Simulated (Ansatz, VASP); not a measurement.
**Zn32HSe31N (N-H pair in ZnSe) in two plane-wave programs**

Wanted: the spread between two codes on one cell, functional and k mesh. The cell is taken from a series of runs on this material, whose earlier steps may have relaxed, scaled, displaced or heated it; both programs get it as it stands.

Program: Ansatz 0.2.0. Level of theory: plane waves, with VASP 6.6.1 beside it; single point at r2SCAN. Results are calculated unless marked as measured.

**1. Set-up**

The cell holds 65 atoms: 32 Zn, 31 Se, 1 N and 1 H. Cell: a = 11.332 Å, b = 11.332 Å, c = 11.332 Å, α = 90.0°, β = 90.0°, γ = 90.0°. It derives from ZnSe (ZnSe (F-43m)). Nearest the centre at fractional (0.355, 0.355, 0.605): H65 at 0.44 Å, N64 at 0.74 Å, Zn22 at 2.27 Å, Zn15 at 2.27 Å, Zn29 at 2.27 Å, Zn8 at 2.73 Å, Se37 at 3.75 Å, Se35 at 3.75 Å.

**2. Ansatz: single point, r2SCAN**

Ansatz runs on its default PAW (the set named soft_2) files.

A single point gives forces, pressure and levels at one fixed geometry, so differences don't come from the geometry; what else differs is listed under the comparison.

Input file input.yaml:

```yaml
crystal:
  lattice:
    - [11.33171349, 0.0, 0.0]
    - [0.0, 0.0, -11.33171349]
    - [0.0, 11.33171349, 0.0]
  atoms:
    - { symbol: Zn, position: [-7.454e-06, 5.6041e-05, -0.001162741] }
    - { symbol: Zn, position: [-0.004243957, 0.250082733, 0.245510745] }
    - { symbol: Zn, position: [0.250013775, -0.004181734, 0.245505828] }
    - { symbol: Zn, position: [0.249769809, 0.249841376, -0.003161925] }
    - { symbol: Se, position: [0.125025519, 0.12509272, 0.123764064] }
    - { symbol: Se, position: [0.121731676, 0.377244896, 0.371486349] }
    - { symbol: Se, position: [0.377180058, 0.121788218, 0.371477939] }
    - { symbol: Se, position: [0.375059738, 0.375127758, 0.123114137] }
    - { symbol: Zn, position: [-0.004237767, -0.004182406, 0.499780986] }
    - { symbol: Zn, position: [-8.4056e-05, 0.25524089, 0.751662145] }
    - { symbol: Zn, position: [0.255173569, -1.8916e-05, 0.751655758] }
    - { symbol: Zn, position: [0.216161179, 0.21622176, 0.465901964] }
    - { symbol: Se, position: [0.121735005, 0.121803142, 0.626927418] }
    - { symbol: Se, position: [0.13216167, 0.377807754, 0.868611789] }
    - { symbol: Se, position: [0.377742871, 0.132226262, 0.868611528] }
    - { symbol: "N", position: [0.392651115, 0.392695913, 0.642425834] }
    - { symbol: Zn, position: [0.004423689, 0.498907804, -0.00296602] }
    - { symbol: Zn, position: [-2.6e-06, 0.749147646, 0.249751222] }
    - { symbol: Zn, position: [0.2551761, 0.501984532, 0.249685796] }
    - { symbol: Zn, position: [0.250336463, 0.748212086, -0.002102465] }
    - { symbol: Se, position: [0.126143906, 0.624126819, 0.125216658] }
    - { symbol: Se, position: [0.125027343, 0.874077859, 0.374782846] }
    - { symbol: Se, position: [0.377744336, 0.618924134, 0.381918666] }
    - { symbol: Se, position: [0.37668371, 0.872943216, 0.122620176] }
    - { symbol: Zn, position: [-7.7117e-05, 0.501978204, 0.50492595] }
    - { symbol: Zn, position: [0.004423821, 0.74734657, 0.748594305] }
    - { symbol: Zn, position: [0.278180527, 0.486223445, 0.735907182] }
    - { symbol: Zn, position: [0.249774684, 0.747150092, 0.499524062] }
    - { symbol: Se, position: [0.132160679, 0.618925461, 0.627498622] }
    - { symbol: Se, position: [0.126142296, 0.87552938, 0.873813783] }
    - { symbol: Se, position: [0.376665544, 0.623839011, 0.873528235] }
    - { symbol: Se, position: [0.37506279, 0.873416468, 0.624814009] }
    - { symbol: Zn, position: [0.49884368, 0.004489515, -0.002970155] }
    - { symbol: Zn, position: [0.501910778, 0.255237135, 0.249676898] }
    - { symbol: Zn, position: [0.749085576, 5.6381e-05, 0.249746654] }
    - { symbol: Zn, position: [0.748145899, 0.250400845, -0.002105527] }
    - { symbol: Se, position: [0.624064741, 0.126208669, 0.125215331] }
    - { symbol: Se, position: [0.618858446, 0.377806135, 0.381915141] }
    - { symbol: Se, position: [0.874012139, 0.125091392, 0.374783808] }
    - { symbol: Se, position: [0.872873733, 0.376746278, 0.122624512] }
    - { symbol: Zn, position: [0.501910274, -1.8929e-05, 0.504924153] }
    - { symbol: Zn, position: [0.486164301, 0.278246741, 0.735935138] }
    - { symbol: Zn, position: [0.747282482, 0.004487775, 0.748598155] }
    - { symbol: Zn, position: [0.74708498, 0.249836793, 0.49952858] }
    - { symbol: Se, position: [0.618854896, 0.132227244, 0.62749685] }
    - { symbol: Se, position: [0.623777274, 0.376735189, 0.873532114] }
    - { symbol: Se, position: [0.875464031, 0.126206324, 0.873813212] }
    - { symbol: Se, position: [0.873353662, 0.375129083, 0.624812792] }
    - { symbol: Zn, position: [0.502292093, 0.502365442, 0.000477629] }
    - { symbol: Zn, position: [0.498836224, 0.747352264, 0.25417335] }
    - { symbol: Zn, position: [0.747285389, 0.498902404, 0.254175738] }
    - { symbol: Zn, position: [0.75059301, 0.750653316, 0.000344574] }
    - { symbol: Se, position: [0.625787274, 0.625854672, 0.126977395] }
    - { symbol: Se, position: [0.624064738, 0.875526274, 0.375894232] }
    - { symbol: Se, position: [0.875461658, 0.624126801, 0.375895461] }
    - { symbol: Se, position: [0.875359502, 0.875421229, 0.125112983] }
    - { symbol: Zn, position: [0.486139647, 0.48620228, 0.52794959] }
    - { symbol: Zn, position: [0.502298469, 0.750782881, 0.752048605] }
    - { symbol: Zn, position: [0.75071549, 0.502369211, 0.752045028] }
    - { symbol: Zn, position: [0.748146467, 0.748207711, 0.500095614] }
    - { symbol: Se, position: [0.62376688, 0.623833276, 0.626413446] }
    - { symbol: Se, position: [0.62578948, 0.877284355, 0.875542642] }
    - { symbol: Se, position: [0.877220544, 0.625853317, 0.8755415] }
    - { symbol: Se, position: [0.872868556, 0.87294109, 0.626438357] }
    - { symbol: H, position: [0.332531403, 0.332560041, 0.582327418] }
basis:
  ecutwfc: 500
  xc_grid: 2
hamiltonian:
  xc: r2scan
kpoints:
  mp_grid: { grid: [1, 1, 1], shift: [0.25, 0.25, 0.25] }
scf:
  occupations: { method: fermi_dirac, width: 0.01 }
  max_iter: 120
output:
  forces: true
checkpoint:
  read: "../relax.run"
```

Command:

```
ansatz run input.yaml --threads 32 --pin off --max-ram 84787MiB --backend cuda --events-out ev --progress --plain --runs-dir out --max-vram 78GiB
```

The log of the run:

```text
Warning: checkpoint.read: the run can stay near the saved state's solution: 4 site(s) moved relative to the saved geometry (max |Δs| = 7.379e-3 fractional); the SCF starts from the saved state under ` [...]
Engine: ansatz 0.2.0, aarch64-unknown-linux-gnu
[...]
Pseudopotential: Zn, paw, valence charge 12, recommended cutoff 500 eV (meta_gga), Zn.paw.azcp
Pseudopotential: Se, paw, valence charge 16, recommended cutoff 500 eV (meta_gga), Se.paw.azcp
Pseudopotential: N, paw, valence charge 5, recommended cutoff 500 eV (meta_gga), N.paw.azcp
Pseudopotential: H, paw, valence charge 1, recommended cutoff 500 eV (meta_gga), H.paw.azcp
Functional definition: r2SCAN
[...]
Crystal: 65 atoms, lattice volume = 1455.080 Å³
Basis set: ecut = 500 eV, 37073 PW (Γ), exchange–correlation on 180×180×180 points (8 copies of the dense FFT grid, shifted against one another)
Bands: 508, of which v1, the nominal top of the filled ones, is band 443 counted from 1 (442 counted from 0)
[...]
SCF iter   2: F=—  HF=-276696.528418 eV  |Δ(HF+E_count)|=   4.31e-2  Δρ=1.82e-3  dr2=1.81e-2  dr2_τ=7.77e-3  Hψ=924
[...]
SCF iter   7: F=—  HF=-276696.528849 eV  |Δ(HF+E_count)|=   2.73e-6  Δρ=4.76e-6  dr2=5.32e-7  dr2_τ=1.43e-8  Hψ=1078
SCF iter   8: F=-276696.528849 eV  HF=-276696.528849 eV  |Δ(HF+E_count)|=   6.26e-8  Δρ=1.83e-6  dr2=5.49e-8  dr2_τ=2.53e-9  Hψ=1826
SCF 1 converged in 8 iterations: F = -276696.528849 eV  dr2 = 5.49e-8
[...]
SCF converged after 8 iterations
Free energy (F): -276696.528849 eV
[...]
Fermi energy:    7.581810 eV
--- Per-component energies (eV) ---
[...]
--- Forces (eV/Å), atoms counted from 1 ---
[...]
```

In the SCF lines HF is the Harris–Foulkes energy and dr2 the Hartree energy of the density residual, in eV; the loop may stop once dr2 is under the threshold and the program's other checks hold. Hψ counts applications of the Hamiltonian.

**3. VASP: single point, r2SCAN**

The same cell, functional, mesh and smearing now go to VASP, with its own data sets.

Lines of VASP's logs that name or quote its potential files are left out, and so is its time.

Input file INCAR:

```
SYSTEM = Zn32HSe31N
PREC = Accurate
ENCUT = 580
EDIFF = 1E-06
NELM = 120
ISMEAR = -1
SIGMA = 0.01
LREAL = Auto
ALGO = Normal
METAGGA = R2SCAN
LASPH = .TRUE.
NBANDS = 336
LORBIT = 11
LWAVE = .FALSE.
LCHARG = .FALSE.
ISIF = 2
ISYM = 0
GGA_COMPAT = .FALSE.
EFERMI = MIDGAP
LMIXTAU = .TRUE.
NCORE = 2
```

Input file POSCAR:

```
Zn32HSe31N
1.0
   11.3317134890      0.0000000000      0.0000000000
    0.0000000000      0.0000000000    -11.3317134890
    0.0000000000     11.3317134890      0.0000000000
Zn Se N H
32 31 1 1
Direct
    0.0000000000      0.0000500000      0.9988400000
    0.9957650000      0.2500700000      0.2455100000
    0.2500200000      0.9958150000      0.2455100000
    0.2497800000      0.2498300000      0.9968400000
    0.9957650000      0.9958150000      0.4997800000
    0.9999250000      0.2552300000      0.7516600000
    0.2551800000      0.9999750000      0.7516600000
    0.2161650000      0.2162150000      0.4659000000
    0.0044300000      0.4989000000      0.9970300000
    0.0000050000      0.7491450000      0.2497500000
    0.2551850000      0.5019700000      0.2496850000
    0.2503450000      0.7482050000      0.9978950000
    0.9999250000      0.5019700000      0.5049250000
    0.0044300000      0.7473400000      0.7485950000
    0.2781900000      0.4862150000      0.7359250000
    0.2497800000      0.7471400000      0.4995250000
    0.4988500000      0.0044800000      0.9970300000
    0.5019200000      0.2552350000      0.2496850000
    0.7490950000      0.0000550000      0.2497500000
    0.7481550000      0.2503950000      0.9978950000
    0.5019200000      0.9999750000      0.5049250000
    0.4861650000      0.2782400000      0.7359250000
    0.7472900000      0.0044800000      0.7485950000
    0.7470900000      0.2498300000      0.4995250000
    0.5023050000      0.5023550000      0.0004800000
    0.4988450000      0.7473450000      0.2541750000
    0.7472950000      0.4988950000      0.2541750000
    0.7505950000      0.7506450000      0.0003400000
    0.4861450000      0.4861950000      0.5279500000
    0.5023100000      0.7507750000      0.7520500000
    0.7507250000      0.5023600000      0.7520500000
    0.7481550000      0.7482050000      0.5001000000
    0.1250350000      0.1250850000      0.1237600000
    0.1217350000      0.3772350000      0.3714850000
    0.3771850000      0.1217850000      0.3714850000
    0.3750700000      0.3751200000      0.1231100000
    0.1217450000      0.1217950000      0.6269300000
    0.1321700000      0.3778000000      0.8686100000
    0.3777500000      0.1322200000      0.8686100000
    0.1261500000      0.6241200000      0.1252200000
    0.1250350000      0.8740700000      0.3747800000
    0.3777500000      0.6189150000      0.3819200000
    0.3766900000      0.8729300000      0.1226200000
    0.1321700000      0.6189150000      0.6275000000
    0.1261500000      0.8755200000      0.8738100000
    0.3766800000      0.6238350000      0.8735300000
    0.3750700000      0.8734100000      0.6248100000
    0.6240700000      0.1262000000      0.1252200000
    0.6188650000      0.3778000000      0.3819200000
    0.8740200000      0.1250850000      0.3747800000
    0.8728800000      0.3767400000      0.1226200000
    0.6188650000      0.1322200000      0.6275000000
    0.6237850000      0.3767300000      0.8735300000
    0.8754700000      0.1262000000      0.8738100000
    0.8733600000      0.3751200000      0.6248100000
    0.6257950000      0.6258450000      0.1269800000
    0.6240700000      0.8755200000      0.3758950000
    0.8754700000      0.6241200000      0.3758950000
    0.8753650000      0.8754150000      0.1251100000
    0.6237750000      0.6238250000      0.6264100000
    0.6257950000      0.8772750000      0.8755400000
    0.8772250000      0.6258450000      0.8755400000
    0.8728800000      0.8729300000      0.6264400000
    0.3926500000      0.3927000000      0.6424300000
    0.3325200000      0.3325700000      0.5823300000
```

Input file KPOINTS:

```
Points of the shifted mesh
1
Reciprocal
 0.2500000000  0.2500000000  0.2500000000 1
```

Potentials, in the order of the species: Zn, Se, N and H (PBE family, release 64).

Command:

```
mpirun -np 8 vasp_std
```

The log of the run:

```text
[banner, memory and clock lines left out]
running    8 mpi-ranks, on    1 nodes
[...]
|                                                                             |
|               ----> ADVICE to this user running VASP <----                  |
|                                                                             |
|     You enforced a specific xc type in the INCAR file but a different       |
|     [... a line on the potential file left out ...]
|     I HOPE YOU KNOW WHAT YOU ARE DOING!                                     |
|                                                                             |

 LDA part: xc-table for (None), standard interpolation
 POSCAR, INCAR and KPOINTS ok, starting setup
[...]
entering main loop
       N       E                     dE             d eps       ncg     rms          rms(c)
DAV:   1     0.532110624764E+04    0.53211E+04   -0.26720E+05   672   0.218E+03
DAV:   2     0.326176014050E+03   -0.49949E+04   -0.48626E+04   672   0.543E+02
DAV:   3    -0.774861439426E+03   -0.11010E+04   -0.10434E+04   704   0.213E+02
DAV:   4    -0.882612592538E+03   -0.10775E+03   -0.10622E+03   752   0.639E+01
[...]
DAV:  24    -0.793419753905E+03   -0.61718E-05   -0.15103E-06   464   0.450E-03    0.650E-03
DAV:  25    -0.793419759581E+03   -0.56753E-05   -0.26497E-06   568   0.366E-03    0.264E-03
DAV:  26    -0.793419760005E+03   -0.42449E-06   -0.34940E-07   360   0.228E-03
   1 F= -.79341976E+03 E0= -.79341976E+03  d E =0.000000E+00
```

OUTCAR, selected parts (step 3):

```text
  Total       -5.4337643     -5.4298680     -5.4353495     -2.0368922      2.0379658      2.0317434
  in kB       -5.9830774     -5.9787873     -5.9848229     -2.2428069      2.2439890      2.2371376
  external PRESSURE =      -5.9822292 kB  Pullay stress =       0.0000000 kB

 POSITION                                       TOTAL-FORCE (eV/Angst)
 -----------------------------------------------------------------------------------
      0.00000     11.31857     -0.00057         0.000285      0.009576     -0.000336
     11.28372      2.78205     -2.83372        -0.005773     -0.006723     -0.000607
      2.83316      2.78205    -11.28429         0.000172     -0.007071      0.006054
      2.83044     11.29591     -2.83100         0.001855      0.007131     -0.001372
     11.28372      5.66336    -11.28429        -0.005339     -0.003077      0.004966
     11.33086      8.51760     -2.89219         0.005178     -0.005542     -0.007839
      2.89163      8.51760    -11.33143         0.007411     -0.005952     -0.003890
      2.44952      5.27945     -2.45009         0.046777      0.044789     -0.046318
      0.05020     11.29806     -5.65339        -0.003999      0.000502      0.004967
      0.00006      2.83010     -8.48910        -0.000190     -0.000180     -0.005156
      2.89168      2.82936     -5.68818         0.005628      0.004201      0.000339
      2.83684     11.30786     -8.47844         0.005410      0.002824     -0.000955
     11.33086      5.72167     -5.68818         0.004161      0.007849      0.001589
      0.05020      8.48286     -8.46864        -0.008453     -0.009578      0.004147
[...]
-----------------------------------------------------------------------------------
    total drift:                               -0.017319      0.041746      0.028279

  FREE ENERGIE OF THE ION-ELECTRON SYSTEM (eV)
  ---------------------------------------------------
  free  energy   TOTEN  =      -793.4197600052 eV

  energy  without entropy=     -793.4197600052  energy(sigma->0) =     -793.41976001

[... 2 further parts left out ...]
```

The run ends at a pressure of -0.60 GPa, with forces up to 3.6 eV/Å.

**4. Differences**

Known differences besides the potentials themselves: VASP keeps PBE cores, Ansatz makes them for the functional; the data sets hold 886 valence electrons in Ansatz (on its default PAW (the set named soft_2) files) and 576 in VASP; the cutoff is 500 eV in Ansatz and 580 eV in VASP (PREC = Accurate, projectors in real space). Total energies have different zeros and are not compared.

The two programs side by side:

```
              quantity  Ansatz   VASP  difference
gap on the k mesh (eV)   2.778  2.783      -0.005
```

Forces on 7 of the 65 atoms, those with the largest forces and the largest differences (eV/Å; atoms numbered as in POSCAR):

```
atom         Ansatz x, y, z           VASP x, y, z
 Zn8   0.037, 0.037, -0.037   0.047, 0.045, -0.046
Zn15  -0.055, -0.017, 0.018  -0.075, 0.010, -0.001
Zn22  -0.017, -0.018, 0.056    0.002, 0.010, 0.076
Zn29  -0.017, -0.056, 0.017  0.004, -0.074, -0.004
Se35  -0.003, -0.016, 0.016   0.006, -0.019, 0.018
 N64  -2.010, -2.009, 2.009  -2.000, -2.000, 2.000
 H65   2.094, 2.093, -2.094   2.061, 2.059, -2.062
```

The forces differ by 7.5 meV/Å r.m.s., which is 2.1 % of the r.m.s. force of 0.356 eV/Å (both taken over all components). A gap on the mesh is an upper bound, since the band edges may lie between its points.

**5. Outcome**

| Quantity | Value |
| --- | --- |
| r.m.s. force difference (single point, r2SCAN) | 2.1 % of the r.m.s. force |

What this shows: The r.m.s. force difference is 2.1 % of the r.m.s. force (single point, r2SCAN), within the 3 % picked in this series as the mark of a large difference. The data sets hold unlike numbers of valence electrons (886 in Ansatz and 576 in VASP), so part of the differences comes from the potentials. How closely two codes agree says nothing of how well the functional describes the real material.

[Lines on the potential files, build, host, timing and source positions are cut from VASP's logs without a mark.]

[Logs are printed without paths, hosts, clocks, repeated set-up lines and the standing remarks that a program may print on its own settings, such as how far it seeks lower states.]

[Hosts, paths, dates, database ids (printed as entryN), source tags and the programs' standing remarks are cut or masked in the printed files.]
